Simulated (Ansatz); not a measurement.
**BeS: from a migration barrier to a jump rate**

The calculation used Ansatz, DFT PBE, scalar-relativistic, plane waves, PAW. Settings: plane waves to 420 eV, k-mesh 4×4×4 (Γ-centred), Gaussian smearing 0.05 eV. No spin polarisation.

In a supercell of 16 sites an atom of S jumps into a neighbouring S vacancy, a = 3.45 Å from site to site in the perfect crystal, with a cell charge of +2 (uniform background, no finite-size correction). A nudged elastic band with 3 inner images puts the highest image 2.103 eV above the start and 2.103 eV above the end. No image climbed, so the top of the path can lie higher. Take it as the barrier; the order of the saddle wasn't checked, and the cell is small.

Task: With an assumed attempt frequency of 10¹³ s⁻¹, how often does the jump happen, and how fast does the vacancy diffuse?

Result: Transition-state theory gives Γ = ν exp(−E/k_BT), and one such jump direction contributes Γa²/6 to the vacancy's diffusion coefficient averaged over directions:

```
T (K) E/k_BT       Γ (1/s)  Γa²/6 (cm²/s)
  300    81.4  4.7 × 10^-23   9.2 × 10^-39
  600    40.7   2.2 × 10^-5   4.3 × 10^-21
 1000    24.4    2.5 × 10^2   5.0 × 10^-14
 1500    16.3    8.6 × 10^5   1.7 × 10^-10
```

The rate reaches one jump a second at T = E/(k_B ln 10¹³) = 815 K. The number of equivalent jumps multiplies D if they link up through the crystal; a hop between two sites alone gives no long-range diffusion, which then waits on a higher barrier. In either case the atoms' own diffusion carries the vacancy concentration and a correlation factor besides. Rows above the melting point are formal, and so are rows where E/k_BT falls under about 3, since the theory needs rare jumps.

Task: How much does an error of 0.1 eV in the barrier matter?

Result: It multiplies the rate by exp(0.1 eV/k_BT): 48 at 300 K and 3.2 at 1000 K, more than the usual doubt about ν at low temperature.

Cost: 1 run of about 11 core-minutes, on Arm Neoverse V1 (shared hosts).